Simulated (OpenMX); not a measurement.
# SnSe2 under changes of volume

One of the cells (25.726 Å³/atom); the others are scaled copies at fixed shape and fractional positions:

```
Sn Se
1.0
     3.81100    0.00000    0.00000
    -1.90550    3.30042    0.00000
     0.00000    0.00000    6.13600
Sn Se
1 2
Cartesian
  0.0000 0.0000 0.0000
  1.9055 1.1001 4.6081
  0.0000 2.2003 1.5279
```

- Program: OpenMX 3.8.5
- Functional: PBE
- Potentials or basis: OpenMX 2013 PBE set, Sn7.0-s3p2d2, Se7.0-s3p2d2, fixed grid of 45 × 45 × 84 points
- k mesh: 9 × 9 × 5
- Occupations: fermi-dirac, width 0.05 eV
- Spin: no spin polarisation

| volume (Å³/atom) | energy over the lowest point (meV/atom) | gap on the mesh (eV) | largest force (eV/Å) |
| --- | --- | --- | --- |
| 24.182 | 139.35 | 0.77 | 1.853 |
| 24.697 | 100.97 | 0.75 | 1.589 |
| 25.212 | ? | ? | ? |
| 25.726 | 44.28 | 0.71 | 1.114 |
| 26.241 | 24.60 | 0.68 | 0.904 |
| 26.755 | 10.01 | 0.66 | 0.708 |
| 27.270 | 0.00 | 0.63 | 0.526 |

Problem. What does the run at 25.212 Å³/atom give?

Solution. Energy over the lowest point 69.51 meV/atom; gap on the mesh 0.73 eV; largest force 1.342 eV/Å.

Worked out: A Birch-Murnaghan fit of order 3 (a polynomial in V^(-2/3)) to the other rows has no minimum within the range. It gives 69.50 meV/atom at 25.212 Å³/atom, against the run's 69.51. A straight line through the other rows of the gap, of slope -1.15 eV per unit of ln V, gives 0.73 eV, against the run's 0.73.

Energies are extrapolated to zero smearing.

Caveats: the basis has few d functions beyond the semicore shells, which can make volumes several per cent too large; spin-orbit coupling is left out, which moves the levels of the heavy elements; an odd mesh through Γ misses points on the zone boundary, where band edges often lie; this functional lacks dispersion, which binds the layers, so the pressure and a relaxed spacing across them are unreliable; the basis of atomic orbitals isn't converged, which shifts pressures, moduli and gaps; forces of over 1 eV/Å show positions far from the minimum, so gaps and moduli don't describe the material at rest (some runs).
